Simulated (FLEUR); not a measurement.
# Rh (Fm-3m) in FLEUR: further runs

Runs on Rh. Level: LDA. Tasks: equation of state.

Program: FLEUR MaX-R8.1 (later development tree). These are calculated values, not measurements. Logs are shortened: lines on timing, memory, paths and dates and some standing lists are left out, and cuts for length are marked.

**Experimental background.**

“Thermal equation of state of rhodium characterized by XRD in a resistively heated diamond anvil cell”, 2024, pmc:11535440 quotes, for a bulk crystal of Rh: bulk modulus 264 ± 1 GPa.

The results are compared with them further down.

## Step 1: Starting point

Symmetry: Fm-3m, No. 225, cubic system. Conventional cell: a = 3.796 Å, b = 3.796 Å, c = 3.796 Å, α = 90.00°, β = 90.00°, γ = 90.00°. Around Rh (site symmetry m-3m) lie 12 Rh at 2.68 Å.

## Step 2: Equation of state, LDA, 12.85 Å³/atom (volume scaled by 0.94)

inp.xml

```xml
<?xml version="1.0" encoding="UTF-8" standalone="no"?>
<fleurInput fleurInputVersion="0.39">
   <comment>
      Rh                                                                                                  
   </comment>
   <calculationSetup>
      <cutoffs Kmax="4.26" Gmax="13.2" GmaxXC="13.2" numbands="0"/>
      <scfLoop itmax="60" minDistance="0.00001" maxIterBroyd="15" imix="Anderson" alpha="0.05" precondParam="0.0" spinf="2.0" sdNocoIR="T"/>
      <coreElectrons ctail="T" frcor="F" kcrel="0" coretail_lmax="0"/>
      <xcFunctional name="vwn" relativisticCorrections="F"/>
      <magnetism jspins="1"/>
      <soc l_soc="F" theta="0.0" phi="0.0" spav="F"/>
      <expertModes spex="0" secvar="F"/>
      <geometryOptimization l_f="F" forcealpha="1.0" forcemix="BFGS" epsdisp="0.00001" epsforce="0.00001"/>
      <ldaU l_linMix="F" mixParam="0.05" spinf="1.0"/>
   </calculationSetup>
   <cell>
      <bzIntegration valenceElectrons="17.0" mode="hist" fermiSmearingEnergy="0.00183747">
         <kPointListSelection listName="default-1"/>
         <!-- k-points included here -->
         <xi:include xmlns:xi="http://www.w3.org/2001/XInclude" href="kpts.xml"> </xi:include>
      </bzIntegration>
      <!-- symmetry operations included here -->
      <xi:include xmlns:xi="http://www.w3.org/2001/XInclude" href="sym.xml"> </xi:include>
      <bulkLattice scale="0.9795861087">
         <bravaisMatrix>
            <row-1>    0.0000000000000000     3.5864167255721098     3.5864167255721098</row-1>
            <row-2>    3.5864167255721098     0.0000000000000000     3.5864167255721098</row-2>
            <row-3>    3.5864167255721098     3.5864167255721098     0.0000000000000000</row-3>
         </bravaisMatrix>
      </bulkLattice>
   </cell>
   <atomSpecies>
      <species name="Rhodium (Rh)" element="Rh" atomicNumber="45">
         <mtSphere radius="2.3" gridPoints="777" logIncrement="0.016"/>
         <atomicCutoffs lmax="9" lnonsphr="9"/>
         <electronConfig flipSpins="F">
            <coreConfig>(1s1/2) (2s1/2) (2p1/2) (2p3/2) (3s1/2) (3p1/2) (3p3/2) (3d3/2) (3d5/2)</coreConfig>
            <valenceConfig>(4s1/2) (4p1/2) (4p3/2) (5s1/2) (4d3/2) (4d5/2)</valenceConfig>
            <stateOccupation state="(5s1/2)" spinUp="0.500000" spinDown="0.500000"/>
            <stateOccupation state="(4d3/2)" spinUp="1.600000" spinDown="1.600000"/>
            <stateOccupation state="(4d5/2)" spinUp="2.400000" spinDown="2.400000"/>
         </electronConfig>
         <energyParameters s="5" p="5" d="4" f="4"/>
         <lo type="SCLO" l="0" n="4" eDeriv="0"/>
         <lo type="SCLO" l="1" n="4" eDeriv="0"/>
         <lo type="SCLO" l="1" n="4" eDeriv="1"/>
         <lo type="SCLO" l="2" n="4" eDeriv="2"/>
         <lo type="SCLO" l="3" n="4" eDeriv="2"/>
      </species>
   </atomSpecies>
   <atomGroups>
      <atomGroup species="Rhodium (Rh)">
         <relPos label="                   1">.0000000000 .0000000000 .0000000000</relPos>
         <force calculate="T" relaxXYZ="TTT"/>
      </atomGroup>
   </atomGroups>
   <output dos="F" band="F" slice="F">
      <checks vchk="F" cdinf="F"/>
      <bandDOS minEnergy="-.5*Htr" maxEnergy="0.5*Htr" sigma="0.015" storeEVData="T"/>
      <vacuumDOS vacdos="F" integ="F" star="F" nstars="0" locx1="0.0" locy1="0.0" locx2="0.0" locy2="0.0" nstm="0" tworkf="0.0"/>
      <unfoldingBand unfoldBand="F" supercellX="1" supercellY="1" supercellZ="1"/>
      <plotting iplot="0" polar="F">
         <plot TwoD="T" vec1="  1.0  0.0  0.0" vec2="  0.0  1.0  0.0" vec3="  0.0  0.0  1.0" zero="  0.0  0.0  0.0" file="plot"/>
      </plotting>
      <chargeDensitySlicing numkpt="0" minEigenval="0.0" maxEigenval="0.0" nnne="0" pallst="F"/>
      <specialOutput eonly="F"/>
      <moessbauerParams electricFieldGradient="T" isomerShift="T" coreHyperfine="T" valenceHyperfine="T"/>
      <magneticCircularDichroism mcd="F" energyLo="-10.0" energyUp="0.0"/>
   </output>
  <!-- We include the file relax.xml here to enable relaxations (see documentation) -->
  <xi:include xmlns:xi="http://www.w3.org/2001/XInclude" href="relax.xml"> <xi:fallback/> </xi:include>
</fleurInput>
```

Potentials or basis: all-electron, FLAPW.

Launch:

```sh
> inpgen -f crystal.txt -profile fastHighL
> # inp.xml edited to the form shown
> fleur_MPI
```

What it wrote:

```text
Welcome to FLEUR        (www.flapw.de)
      MaX-Release 8.1          (www.max-centre.eu)

 ========== k-point set info ==========
 Selected k-point list: default-1
 k-point list type: mesh
 12 x 12 x 12
 Number of k points: 72

 ------------Calculation Setup---------------------------
 Number of MPI-tasks      :            1
 Number of PE/node        :            1
 Number of OMP-threads    :            1
 Most efficient MPI parallelization for:
           1           2           3           4           6           8           9          12          18          24          36          72
 Additional eigenvalue parallelization possible
 Number of basis functions:          160
 Approximate size of matrices (H+S) per k-point:         0.000 GB
 --------------------------------------------------------
 Iteration:     1   Distance:      19.07521688 me/bohr^3
 Iteration:     2   Distance:      16.80479198 me/bohr^3
 Iteration:     3   Distance:       6.01579810 me/bohr^3
 Iteration:     4   Distance:       3.90823019 me/bohr^3
 Iteration:     5   Distance:       1.44393502 me/bohr^3
 Iteration:     6   Distance:       0.28994165 me/bohr^3
 Iteration:     7   Distance:       0.07149764 me/bohr^3
 Iteration:     8   Distance:       0.00407218 me/bohr^3
 Iteration:     9   Distance:       0.00304332 me/bohr^3
 Iteration:    10   Distance:       0.00035951 me/bohr^3
 Iteration:    11   Distance:       0.00016838 me/bohr^3
 Iteration:    12   Distance:       0.00002157 me/bohr^3
 Iteration:    13   Distance:       0.00000663 me/bohr^3

 ********************************************************************
 Run finished successfully
 Stop message:
   all done
 ********************************************************************
```

out.xml (last iteration):

```text
<iteration numberForCurrentRun="   13" overallNumber="   13">
         <energyParameters units="Htr">
            <atomicEP atomType="1" spin="1" branch="5s" branchLowest="-2.28" branchHighest="2.54" value="0.3771196936"/>
            <atomicEP atomType="1" spin="1" branch="5p" branchLowest="-1.07" branchHighest="3.29" value="0.5021557330"/>
            <atomicEP atomType="1" spin="1" branch="4d" branchLowest="-10.33" branchHighest="0.78" value="0.4613618331"/>
            <atomicEP atomType="1" spin="1" branch="4f" branchLowest="-9.99" branchHighest="2.72" value="0.7899310510"/>
            <loAtomicEP atomType="1" spin="1" branch="4s" branchLowest="-21.16" branchHighest="-2.28" value="-2.3073472674"/>
            <loAtomicEP atomType="1" spin="1" branch="4p" branchLowest="-17.00" branchHighest="-1.07" value="-1.1341152660"/>
            <loAtomicEP atomType="1" spin="1" branch="4p" branchLowest="-17.00" branchHighest="-1.07" value="-1.1341152660"/>
            <loAtomicEP atomType="1" spin="1" branch="4d" branchLowest="-10.33" branchHighest="0.78" value="0.4576405245"/>
            <loAtomicEP atomType="1" spin="1" branch="4f" branchLowest="-9.99" branchHighest="2.72" value="0.7899329964"/>
         </energyParameters>
         <eigenvalues>
            <eigenvaluesAt spin="1" ikpt="1" k_x="0.00000000" k_y="0.00000000" k_z="0.00000000">
                      -2.3129007945       -1.1156096176       -1.1156096176       -1.1156096176        0.2741451879
                       0.4614682569        0.4614682569        0.4614682569        0.5481592554        0.5481592554
                       1.1643896465        1.3720485691        1.3720485691        1.3720485691
            </eigenvaluesAt>
            <eigenvaluesAt spin="1" ikpt="2" k_x="0.00000000" k_y="0.00000000" k_z="0.08333333">
                      -2.3125297947       -1.1179959025       -1.1159269646       -1.1159269646        0.2849982711
                       0.4565460502        0.4657774441        0.4657774441        0.5457157877        0.5457157877
                       1.1808668328        1.3250264303        1.3886886620        1.3886886620
            </eigenvaluesAt>
            <eigenvaluesAt spin="1" ikpt="3" k_x="0.00000000" k_y="0.00000000" k_z="0.16666667">
                      -2.3115122539       -1.1244477789       -1.1167913013       -1.1167913013        0.3134957331
                       0.4480307664        0.4745375577        0.4745375577        0.5434949971        0.5434949971
                       1.2186069432        1.2412752611        1.4354623294        1.4354623294
            </eigenvaluesAt>
            <eigenvaluesAt spin="1" ikpt="4" k_x="0.00000000" k_y="0.00000000" k_z="0.25000000">
[... 15 lines left out ...]
         <coreStates atomType="     1" atomicNumber=" 45" spin="1" kinEnergy="   4829.4202352207" eigValSum="  -2835.7533399952" lostElectrons=" 0.000000">
            <state n="1" l="0" j="0.5" energy="-844.3905321449" weight="1.0000000000"/>
            <state n="2" l="0" j="0.5" energy="-121.8097589099" weight="1.0000000000"/>
            <state n="2" l="1" j="0.5" energy="-112.7997051836" weight="1.0000000000"/>
            <state n="2" l="1" j="1.5" energy="-107.4935829120" weight="2.0000000000"/>
            <state n="3" l="0" j="0.5" energy="-21.1584384543" weight="1.0000000000"/>
            <state n="3" l="1" j="0.5" energy="-17.6288835706" weight="1.0000000000"/>
            <state n="3" l="1" j="1.5" energy="-16.7155275343" weight="2.0000000000"/>
            <state n="3" l="2" j="1.5" energy="-10.4424388869" weight="2.0000000000"/>
            <state n="3" l="2" j="2.5" energy="-10.2620843559" weight="3.0000000000"/>
         </coreStates>
         <allElectronCharges>
            <spinDependentCharge spin="1" total="45.0000000" interstitial="1.7055849" mtSpheres="43.2944151"/>
            <totalCharge value="44.9999999996"/>
         </allElectronCharges>
         <moessbauerParams unitsHFF="kG" unitsIS="e/bohr^3" unitsEFG="Htr/bohr^2">
            <coreIsomerShift atomType="1" isTotal="121804.10220">
               <shell n="1" l="0" isomerShift="107222.58196"/>
               <shell n="2" l="0" isomerShift="12075.66742"/>
               <shell n="2" l="1" isomerShift="228.94361"/>
               <shell n="3" l="0" isomerShift="2231.77051"/>
               <shell n="3" l="1" isomerShift="45.13869"/>
               <shell n="3" l="2" isomerShift="0.00001"/>
            </coreIsomerShift>
            <isomerShift atomType="1" nucleusRadius="0.0001107" averageDensity="122238.59719"/>
            <electricFieldGradient atomType="1" VXX="0.00000" VYY="0.00000" VZZ="0.00000" asymParam="0.00000">
            </electricFieldGradient>
         </moessbauerParams>
         <totalEnergy                                    value="    -4780.7258062018" units="Htr">
            <sumOfEigenvalues                            value="    -2843.0138317105">
               <coreElectrons value="-2835.7533399952"/>
               <valenceElectrons value="-7.2604917153"/>
            </sumOfEigenvalues>
            <densityCoulombPotentialIntegral value="-7647.1286185702"/>
            <densityEffectivePotentialIntegral value="-7825.3098617546"/>
            <chargeDenXCDenIntegral value="-134.4030119722"/>
            <FockExchangeEnergyValence value="0.0000000000"/>
            <FockExchangeEnergyCore value="0.0000000000"/>
            <atomTypeDependentContributions atomType="1">
               <electronNucleiInteractionDifferentMTs value="5776.7730657722"/>
               <MadelungTerm value="-28.2814492163"/>
            </atomTypeDependentContributions>
            <tkbTimesEntropy value="0.0002638833"/>
            <freeEnergy value="-4780.7260700851"/>
            <extrapolationTo0K value="-4780.7259381434"/>
         </totalEnergy>
         <densityConvergence units="me/bohr^3">
            <chargeDensity spin="1" distance="0.0000066295"/>
         </densityConvergence>
      </iteration>
```

Run time: 10 s. Hardware: 1 thread of Intel Xeon Platinum 8375C at 2.90GHz (Ice Lake), shared host; peak memory 0.05 GiB.

What came out:

| Property | Result |
| --- | --- |
| Free energy | -130090.1836 eV |
| Band gap on the k mesh | none (metal or under the smearing width) |
| Valence electrons inside the program's atomic spheres | Rh 15.29 (radii Rh 2.3 bohr) |

## Step 3: Equation of state, LDA, 13.12 Å³/atom (volume scaled by 0.96)

Edit inp.xml of step 2 so:

```diff
@@ -24,3 +24,3 @@
       <xi:include xmlns:xi="http://www.w3.org/2001/XInclude" href="sym.xml"> </xi:include>
-      <bulkLattice scale="0.9795861087">
+      <bulkLattice scale="0.9864848297">
          <bravaisMatrix>
```

Potentials or basis: all-electron, FLAPW.

Launch:

```sh
> inpgen -f crystal.txt -profile fastHighL
> # inp.xml edited to the form shown
> fleur_MPI
```

Wall time 10 s (1 thread of Intel Xeon Platinum 8375C at 2.90GHz (Ice Lake), shared host); peak memory 0.05 GiB.

The run converged. Its results:

```yaml
Free_energy: -130090.1934 eV
Band_gap_on_the_k_mesh: none (metal or under the smearing width)
Valence_electrons_inside_the_program's_atomic_spheres: Rh 15.26 (radii Rh 2.3 bohr)
```

## Step 4: Equation of state, LDA, 13.67 Å³/atom

Edit inp.xml of step 3 so:

```diff
@@ -24,3 +24,3 @@
       <xi:include xmlns:xi="http://www.w3.org/2001/XInclude" href="sym.xml"> </xi:include>
-      <bulkLattice scale="0.9864848297">
+      <bulkLattice scale="1.0000000000">
          <bravaisMatrix>
```

Launch:

```sh
> inpgen -f crystal.txt -profile fastHighL
> # inp.xml edited to the form shown
> fleur_MPI
```

It took 12 s on 1 thread of Intel Xeon Platinum 8375C at 2.90GHz (Ice Lake), shared host; peak memory 0.05 GiB.

It converged, with:

```yaml
Free_energy: -130090.1791 eV
Band_gap_on_the_k_mesh: none (metal or under the smearing width)
Valence_electrons_inside_the_program's_atomic_spheres: Rh 15.19 (radii Rh 2.3 bohr)
```

## Step 5: Equation of state, LDA, 14.22 Å³/atom (volume scaled by 1.04)

Edit inp.xml of step 4 so:

```diff
@@ -24,3 +24,3 @@
       <xi:include xmlns:xi="http://www.w3.org/2001/XInclude" href="sym.xml"> </xi:include>
-      <bulkLattice scale="1.0000000000">
+      <bulkLattice scale="1.0131594038">
          <bravaisMatrix>
```

Launch:

```sh
> inpgen -f crystal.txt -profile fastHighL
> # inp.xml edited to the form shown
> fleur_MPI
```

It took 14 s on 1 thread of Intel Xeon Platinum 8375C at 2.90GHz (Ice Lake), shared host; peak memory 0.05 GiB.

The run converged. Its results:

```yaml
Free_energy: -130090.1280 eV
Band_gap_on_the_k_mesh: none (metal or under the smearing width)
Valence_electrons_inside_the_program's_atomic_spheres: Rh 15.14 (radii Rh 2.3 bohr)
```

## Step 6: Equation of state, LDA, 14.49 Å³/atom (volume scaled by 1.06)

Edit inp.xml of step 5 so:

```diff
@@ -24,3 +24,3 @@
       <xi:include xmlns:xi="http://www.w3.org/2001/XInclude" href="sym.xml"> </xi:include>
-      <bulkLattice scale="1.0131594038">
+      <bulkLattice scale="1.0196128224">
          <bravaisMatrix>
```

Potentials or basis: all-electron, FLAPW.

Launch:

```sh
> inpgen -f crystal.txt -profile fastHighL
> # inp.xml edited to the form shown
> fleur_MPI
```

Wall time 13 s (1 thread of Intel Xeon Platinum 8375C at 2.90GHz (Ice Lake), shared host); peak memory 0.05 GiB.

It converged, with:

- Free energy: -130090.0914 eV
- Band gap on the k mesh: none (metal or under the smearing width)
- Valence electrons inside the program's atomic spheres: Rh 15.11 (radii Rh 2.3 bohr)

## Step 7: Equation of state, LDA

Potentials or basis: all-electron, FLAPW.

No new run: the results of the series are fitted here.

What came out:

| Property | Result |
| --- | --- |
| Equilibrium volume | 13.21 Å³/atom |
| Bulk modulus | 319 GPa |
| Pressure derivative of the bulk modulus | 5.1 (rough: it moves with the points fitted) |

Energy against volume, from the lowest point:
```
volume (Å³/atom)  energy (meV/atom)
          12.851               9.72
          13.125               0.00
          13.671              14.27
          14.218              65.39
          14.492             101.96
```

LDA usually gives volumes a few per cent too small.

## Step 8: Comparison with measurements

Step 7. A measured bulk modulus of Rh is 264 GPa (quoted in “Thermal equation of state of rhodium characterized by XRD in a resistively heated diamond anvil cell”, 2024, pmc:11535440); the calculated 319 GPa misses it by +21.0 %. The fit is for a static lattice scaled at fixed shape and fixed fractional positions.
